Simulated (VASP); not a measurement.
# Si in VASP: one cell, several levels of theory

Aim: gap, levels, forces and stress of Si built on the diamond prototype, under +1.0 % equal strain in all directions at fixed geometry. Runs: PBE, r2SCAN.

Program: VASP 6.6.1. PAW datasets, plane waves. The values are computed, spin-unpolarised, and not measurements.

## Step 1: Starting point

The cell comes from an earlier relaxation with r2SCAN in another program.

It is cubic, Fd-3m (No. 227); conventional cell a = 5.499 Å, 20.78 Å³ an atom. Around Si lie 4 Si at 2.38 Å.

Structure file:

```cif
data_structure
_symmetry_space_group_name_H-M 'P 1'
_symmetry_Int_Tables_number 1
_cell_length_a 3.8882
_cell_length_b 3.8882
_cell_length_c 3.8882
_cell_angle_alpha 60.000
_cell_angle_beta 60.000
_cell_angle_gamma 60.000
_cell_volume 41.56
loop_
_atom_site_label
_atom_site_type_symbol
_atom_site_fract_x
_atom_site_fract_y
_atom_site_fract_z
_atom_site_occupancy
Si1 Si 0.00000 0.00000 0.00000 1
Si2 Si 0.25000 0.25000 0.25000 1
```

## Step 2: Single point with PBE

File INCAR:

```
ENCUT = 520.000000
SIGMA = 0.020000
EDIFF = 1.00e-07
GGA = PE
PREC = Accurate
IBRION = -1
ISIF = 2
ISMEAR = -1
NBANDS = 11
NELM = 120
NSW = 0
LASPH = .TRUE.
LCHARG = .TRUE.
LELF = .TRUE.
LWAVE = .FALSE.
LREAL = .FALSE.
```

File KPOINTS:

```
KPOINTS created by Atomic Simulation Environment
0
Gamma
8 8 8
0 0 0
```

File KPOINTS_OPT:

```
special points
7
Reciprocal
0.0000000000 0.0000000000 0.0000000000 1
0.5000000000 0.0000000000 0.5000000000 1
0.6250000000 0.2500000000 0.6250000000 1
0.3750000000 0.3750000000 0.7500000000 1
0.5000000000 0.5000000000 0.5000000000 1
0.5000000000 0.2500000000 0.7500000000 1
0.0000000000 0.4192710000 0.4192710000 1
```

File POSCAR:

```
Si
 1.0000000000000000
     0.0000000000000000    2.7493400846000000    2.7493400846000000
     2.7493400846000000    0.0000000000000000    2.7493400846000000
     2.7493400846000000    2.7493400846000000    0.0000000000000000
 Si
   2
Cartesian
  0.0000000000000000  0.0000000000000000  0.0000000000000000
  1.3746700423000000  1.3746700423000000  1.3746700423000000
```

Potentials: the recommended PBE PAW datasets, 8 valence electrons in the neutral cell.

Started as:

```bash
$ mpirun -np 1 vasp_std
```

Standard output, without the iteration lines:

```text
POSCAR found type information on POSCAR Si
 POSCAR found :  1 types and       2 ions
 LDA part: xc-table for (Slater+PW92), standard interpolation
 POSCAR, INCAR and KPOINTS ok, starting setup
 FFT: planning ... GRIDC
 FFT: planning ... GRID_SOFT
 FFT: planning ... GRID
 WAVECAR not read
 entering main loop
 Start KPOINTS_OPT (optional k-point list driver)
k-point batch [1-7\7]
```

OSZICAR:

```text
N       E                     dE             d eps       ncg     rms          rms(c)
DAV:   1     0.512278192507E+01    0.51228E+01   -0.30833E+03   638   0.553E+02
DAV:   2    -0.104915928984E+02   -0.15614E+02   -0.14969E+02   873   0.817E+01
DAV:   3    -0.109985760854E+02   -0.50698E+00   -0.50535E+00   803   0.123E+01
DAV:   4    -0.110028767900E+02   -0.43007E-02   -0.43001E-02   789   0.146E+00
DAV:   5    -0.110029201675E+02   -0.43378E-04   -0.43377E-04   784   0.134E-01    0.465E+00
DAV:   6    -0.108931280641E+02    0.10979E+00   -0.60660E-02   736   0.101E+00    0.283E+00
DAV:   7    -0.108415490986E+02    0.51579E-01   -0.12070E-01   713   0.154E+00    0.156E-01
DAV:   8    -0.108428527071E+02   -0.13036E-02   -0.55366E-03   736   0.398E-01    0.781E-02
DAV:   9    -0.108430737583E+02   -0.22105E-03   -0.21696E-04   797   0.881E-02    0.565E-02
DAV:  10    -0.108430972036E+02   -0.23445E-04   -0.19954E-05   739   0.259E-02    0.463E-03
DAV:  11    -0.108430980532E+02   -0.84963E-06   -0.21051E-06   769   0.750E-03    0.301E-03
DAV:  12    -0.108430982029E+02   -0.14970E-06   -0.44546E-07   710   0.415E-03    0.175E-03
DAV:  13    -0.108430982469E+02   -0.44021E-07   -0.38666E-09   489   0.430E-04
   1 F= -.10843098E+02 E0= -.10843098E+02  d E =-.547999E-09
       N       E                     dE             ncg
DAV:   1     0.654528921549E+03   -0.15439E+04      154
DAV:   2     0.526885348407E+03   -0.12764E+03      191
DAV:   3     0.522252781964E+03   -0.46326E+01      214
DAV:   4     0.522200298101E+03   -0.52484E-01      189
DAV:   5     0.522199955410E+03   -0.34269E-03      219
DAV:   6     0.522199951982E+03   -0.34283E-05      189
DAV:   7     0.522199951928E+03   -0.53677E-07      221
```

The lines after F= are the extra pass for the points of KPOINTS_OPT, at fixed density; their E is not a total energy.

From OUTCAR:

```text
k-points           NKPTS =     29   k-points in BZ     NKDIM =     29   number of bands    NBANDS=     11

   NELECT =       8.0000    total number of electrons

   dimension x,y,z NGX =    30 NGY =   30 NGZ =   30
   dimension x,y,z NGXF=    60 NGYF=   60 NGZF=   60

  energy-cutoff  :      520.00
  volume of cell :       41.56
      direct lattice vectors                 reciprocal lattice vectors
     0.000000000  2.749340085  2.749340085    -0.181861823  0.181861823  0.181861823
     2.749340085  0.000000000  2.749340085     0.181861823 -0.181861823  0.181861823
     2.749340085  2.749340085  0.000000000     0.181861823  0.181861823 -0.181861823

 k-points in reciprocal lattice and weights: KPOINTS created by Atomic Simulation Env
   0.00000000  0.00000000  0.00000000       0.002
   0.12500000  0.00000000  0.00000000       0.016
   0.25000000  0.00000000  0.00000000       0.016
   0.37500000  0.00000000  0.00000000       0.016
   0.50000000  0.00000000  0.00000000       0.008
   0.12500000  0.12500000  0.00000000       0.012
   0.25000000  0.12500000  0.00000000       0.047
   0.37500000  0.12500000  0.00000000       0.047
[... 21 more k-points ...]

 E-fermi :   5.7872

 k-point     1 :       0.0000    0.0000    0.0000
  band No.  band energies     occupation
      1      -6.2490      2.00000
      2       5.4561      2.00000
      3       5.4561      2.00000
      4       5.4561      2.00000
      5       8.0051      0.00000
      6       8.0051      0.00000
      7       8.0051      0.00000
      8       8.4048      0.00000
      9      13.1556      0.00000
     10      13.1556      0.00000
     11      13.2703      0.00000

 k-point     2 :       0.1250    0.0000    0.0000
  band No.  band energies     occupation
      1      -6.0513      2.00000
      2       3.8687      2.00000
      3       5.1783      2.00000
      4       5.1783      2.00000
      5       7.8468      0.00000
      6       8.4141      0.00000
      7       8.4141      0.00000
      8       9.8514      0.00000
      9      12.6893      0.00000
     10      12.6893      0.00000
     11      14.0374      0.00000

 k-point     3 :       0.2500    0.0000    0.0000
  band No.  band energies     occupation
      1      -5.4756      2.00000
      2       1.5978      2.00000
      3       4.7214      2.00000
      4       4.7214      2.00000
      5       7.3578      0.00000
      6       8.9318      0.00000
      7       8.9318      0.00000
      8      12.0742      0.00000
      9      12.6359      0.00000
     10      12.6359      0.00000
     11      14.3350      0.00000

 k-point     4 :       0.3750    0.0000    0.0000
  band No.  band energies     occupation
      1      -4.6158      2.00000
      2      -0.3593      2.00000
      3       4.4017      2.00000
      4       4.4017      2.00000
      5       6.9932      0.00000
      6       8.9086      0.00000
      7       8.9086      0.00000
      8      13.2539      0.00000
      9      13.9614      0.00000
     10      13.9614      0.00000
     11      14.8324      0.00000

 k-point     5 :       0.5000    0.0000    0.0000
  band No.  band energies     occupation
      1      -4.0106      2.00000
      2      -1.3388      2.00000
      3       4.2919      2.00000
      4       4.2919      2.00000
      5       6.8651      0.00000
      6       8.8109      0.00000
      7       8.8109      0.00000
      8      13.1357      0.00000
      9      15.9087      0.00000
     10      15.9087      0.00000
     11      16.5040      0.00000

 k-point     6 :       0.1250    0.1250    0.0000
  band No.  band energies     occupation
      1      -5.9847      2.00000
      2       4.0871      2.00000
      3       4.6841      2.00000
      4       4.6841      2.00000
      5       7.4721      0.00000
      6       9.1013      0.00000
      7       9.1013      0.00000
      8       9.5313      0.00000
      9      11.9257      0.00000
     10      13.4505      0.00000
     11      14.3273      0.00000

 k-point     7 :       0.2500    0.1250    0.0000
  band No.  band energies     occupation
      1      -5.5312      2.00000
      2       2.2610      2.00000
      3       4.1886      2.00000
      4       4.2431      2.00000
      5       7.5965      0.00000
      6       9.0119      0.00000
      7       9.8504      0.00000
      8      10.1819      0.00000
      9      12.7080      0.00000
     10      13.6075      0.00000
     11      15.3172      0.00000

 k-point     8 :       0.3750    0.1250    0.0000
  band No.  band energies     occupation
      1      -4.7453      2.00000
      2       0.2688      2.00000
      3       3.6657      2.00000
      4       3.9260      2.00000
      5       7.6654      0.00000
      6       9.0092      0.00000
      7       9.8783      0.00000
      8      10.8729      0.00000
      9      14.6722      0.00000
     10      14.6854      0.00000
     11      15.1257      0.00000

 k-point     9 :       0.5000    0.1250    0.0000
  band No.  band energies     occupation
      1      -3.9235      2.00000
      2      -1.1365      2.00000
      3       3.2351      2.00000
      4       3.9460      2.00000
      5       7.5906      0.00000
      6       8.9248      0.00000
      7       9.5423      0.00000
      8      12.7083      0.00000
      9      14.3562      0.00000
     10      15.8205      0.00000
     11      16.7481      0.00000

 k-point    10 :      -0.3750    0.1250    0.0000
  band No.  band energies     occupation
      1      -4.1552      2.00000
      2      -0.7824      2.00000
      3       3.0649      2.00000
      4       4.2299      2.00000
      5       7.7272      0.00000
      6       9.0518      0.00000
      7       9.3144      0.00000
      8      13.2113      0.00000
      9      13.4852      0.00000
     10      14.5296      0.00000
     11      16.4458      0.00000

 k-point    11 :      -0.2500    0.1250    0.0000
  band No.  band energies     occupation
      1      -5.0405      2.00000
      2       0.9051      2.00000
      3       3.2218      2.00000
      4       4.7035      2.00000
      5       8.0588      0.00000
      6       9.1028      0.00000
      7       9.2744      0.00000
      8      11.5967      0.00000
      9      11.9338      0.00000
     10      15.1136      0.00000
     11      15.3322      0.00000

[... the tables of k-points 12 to 29 left out ...]

  Total       -0.3658227     -0.3658227     -0.3658227     -0.0000000      0.0000000     -0.0000000
  in kB      -14.1015190    -14.1015190    -14.1015190     -0.0000000      0.0000000     -0.0000000
  external PRESSURE =     -14.1015190 kB  Pullay stress =       0.0000000 kB

 POSITION                                       TOTAL-FORCE (eV/Angst)
 -----------------------------------------------------------------------------------
      0.00000      0.00000      0.00000        -0.000000     -0.000000      0.000000
      1.37467      1.37467      1.37467         0.000000      0.000000     -0.000000
 -----------------------------------------------------------------------------------
    total drift:                               -0.000000     -0.000000     -0.000000

  FREE ENERGIE OF THE ION-ELECTRON SYSTEM (eV)
  ---------------------------------------------------
  free  energy   TOTEN  =       -10.8430982469 eV

  energy  without entropy=      -10.8430982464  energy(sigma->0) =      -10.84309825
```

Wall time 17 s (1 MPI rank of Intel Xeon Platinum 8488C, shared host); peak memory 0.17 GiB.

The levels at the points of KPOINTS_OPT are read from vasprun.xml.

Near the gap, in eV above the top of the last filled band v; c is the band after it:

```
point    v−1      v     c   c+1
    Γ   0.00   0.00  2.55  2.55
    X  -2.75  -2.75  0.78  0.78
    U  -4.13  -2.34  1.26  4.10
    K  -4.13  -2.34  1.26  4.10
    L  -1.16  -1.16  1.41  3.35
    W  -3.69  -3.69  4.27  4.27
```

Gap with PBE: 0.64 eV, valence top at Γ, conduction bottom at (0.00, 0.42, 0.42). Least direct gap: 2.55 eV. Pressure: -1.41 GPa; the forces vanish within 0.01 eV/Å.

Axes a, b and c in the maps are those of this run's conventional cell (a, b, c = 5.499, 5.499, 5.499 Å).

Density in a lattice plane of the grid's cell (edges 5.50 and 5.50 Å, at 0.000 of the third edge), which holds Si.

Values in e/Å³, 12 rows by 12 columns:
```
 0.22  0.37  0.33  0.16  0.07  0.04  0.03  0.04  0.07  0.16  0.33  0.37
 0.34  0.33  0.25  0.16  0.10  0.07  0.06  0.07  0.10  0.16  0.25  0.33
 0.16  0.16  0.16  0.16  0.16  0.16  0.16  0.16  0.16  0.16  0.16  0.16
 0.06  0.07  0.10  0.16  0.25  0.33  0.34  0.33  0.25  0.16  0.10  0.07
 0.03  0.04  0.07  0.16  0.33  0.37  0.22  0.37  0.33  0.16  0.07  0.04
 0.02  0.03  0.06  0.16  0.34  0.22 -0.19  0.22  0.34  0.16  0.06  0.03
 0.03  0.04  0.07  0.16  0.33  0.37  0.22  0.37  0.33  0.16  0.07  0.04
 0.06  0.07  0.10  0.16  0.25  0.33  0.34  0.33  0.25  0.16  0.10  0.07
 0.16  0.16  0.16  0.16  0.16  0.16  0.16  0.16  0.16  0.16  0.16  0.16
 0.34  0.33  0.25  0.16  0.10  0.07  0.06  0.07  0.10  0.16  0.25  0.33
 0.22  0.37  0.33  0.16  0.07  0.04  0.03  0.04  0.07  0.16  0.33  0.37
-0.19  0.22  0.34  0.16  0.06  0.03  0.02  0.03  0.06  0.16  0.34  0.22
```
Columns run along the first of these edges and rows up along the second, over one cell in 12 and 12 even steps from the bottom left corner. Atoms in the plane (fractional): Si at (0.00, 0.00), Si at (0.50, 0.50).

ELF in the same plane.

Ten even steps from '0' (0.01) to '9' (0.79):
```
135888631000000013688853
568998642100000124689986
789998643211111234689998
788887654433333445678888
566666566666566666566666
333445678888788887654433
111234689998789998643211
000124689986568998642100
000013688853135888631000
000013578641013687531000
000013688853135888631000
000124689986568998642100
111234689998789998643211
333445678888788887654433
566666566666566666566666
788887654433333445678888
789998643211111234689998
568998642100000124689986
135888631000000013688853
013687531000000013578641
```
Columns run along the first of these edges and rows up along the second, over one cell in 24 and 20 even steps from the bottom left corner. Atoms in the plane (fractional): Si at (0.00, 0.00), Si at (0.50, 0.50).

Both are smooth fields of the valence electrons: close to the nuclei they are not physical.

Maxima of ELF outside the ion cores: 0.95 on the Si–Si line, 1.0 Å from Si.

[end of part 1 of 2]
